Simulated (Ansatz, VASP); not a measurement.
This is a calculation of C for VASP 6.6.1. 

The input INCAR:

```
  ALGO = Normal
  EDIFF = 1E-6
  EDIFFG = -0.005
  ENCUT = 600
  GGA = PS
  IBRION = 2
  ISIF = 3
  ISMEAR = -1
  IVDW = 12
  LASPH = T
  LCHARG = F
  LREAL = F
  LWAVE = F
  NELM = 80
  NSW = 60
  PREC = Accurate
  SIGMA = 0.05
```

Contents of KPOINTS:

```
k-points
0
Gamma
  13 13 13
```

File POSCAR:

```
C
1.0
    0.0000000000      1.7833700000      1.7833700000
    1.7833700000      0.0000000000      1.7833700000
    1.7833700000      1.7833700000      0.0000000000
C
2
Direct
    0.7500000000      0.7500000000      0.7500000000
    0.5000000000      0.5000000000      0.5000000000
```

Potentials or basis: VASP PAW PBE potentials, release 64 (C).

Run with:

```console
$ cat potpaw_PBE.64/C/POTCAR > POTCAR
$ mpirun -np 1 vasp_std > vasp.out
```

Set up the same calculation for Ansatz 0.2.0. Potentials or basis there: all-electron LAPW, scalar-relativistic.

As run (cutoffs and basis follow the program's own potentials, and thresholds, step limits or extra output files can differ):

input.yaml

```yaml
crystal:
  lattice:
    - [0.0, 1.78337, 1.78337]
    - [1.78337, 0.0, 1.78337]
    - [1.78337, 1.78337, 0.0]
  atoms:
    - { symbol: C, position: [0.75, 0.75, 0.75] }
    - { symbol: C, position: [0.5, 0.5, 0.5] }
kpoints:
  mp_grid: { grid: [13, 13, 13] }
scf:
  occupations: { method: fermi_dirac, width: 0.05 }
hamiltonian:
  xc: pbesol
  dispersion: d3bj
  pseudopotentials: { kind: all_electron, lapw: { basis_error: 0.001 } }
output:
  forces: true
  stress: true
relax:
  f_tol: 0.005
  max_steps: 60
  cell: {}
```

Potentials or basis: all-electron LAPW, scalar-relativistic.

The run is started by

```bash
$ ansatz run input.yaml --threads 1 --pin off --max-ram 3072MiB --backend cpu --events-out ev --progress --plain --runs-dir out
```

Both were run:

|  | VASP | Ansatz |
| --- | --- | --- |
| Relaxed volume | 5.57 Å³/atom | 5.56 Å³/atom |
| Relaxed cell | a = 2.507 Å, b = 2.507 Å, c = 2.507 Å, α = 60.00°, β = 60.00°, γ = 60.00° | a = 2.506 Å, b = 2.506 Å, c = 2.506 Å, α = 60.00°, β = 60.00°, γ = 60.00° |
| Space group after relaxing | Fd-3m (No. 227) | Fd-3m (No. 227) |
| Pressure after relaxing | 0.0 GPa | 0.0 GPa |

VASP's potentials were made for PBE.

Where Ansatz's input types no cutoff or centring, it takes its own default and a Γ-centred mesh.

Pressure is positive in compression.
